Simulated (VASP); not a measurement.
# Si in VASP: the effect of strain

Crystal: Si.

```
CELL_PARAMETERS angstrom
2.62054 0.00000 0.00000
-1.31027 2.26946 0.00000
0.00000 0.00000 2.36770
ATOMIC_POSITIONS crystal
Si 0.00000 0.00000 0.00000
```

The cell isn't the ideal one: strain = -0.04.

Alike in all runs:

```yaml
Program: VASP 6.6.1
Task: single point
Functional: PBE
Potentials_or_basis: VASP PAW PBE potentials, release 64 (Si)
Cutoff: 520 eV
k_mesh: 12 × 12 × 11
Occupations: fermi-dirac, width 0.05 eV
Spin: no spin polarisation
Strain_kind: uniaxial_z
Further_INCAR_settings: ALGO = Normal; EDIFF = 1e-07; NBANDS = 8
```

```csv
strain,pressure (GPa)
-0.04,9.6
-0.02,5.9
-0.01,4.4
0,3.0
0.01,1.7
0.02,0.5
0.04,?
```

Q: What does the run with strain 0.04 give?

A: Pressure -1.5 GPa.

Worked out: A parabola through the other rows of the pressure, of slope -76.9 GPa per unit of strain there, extrapolates to -1.3 GPa, against the run's -1.5.
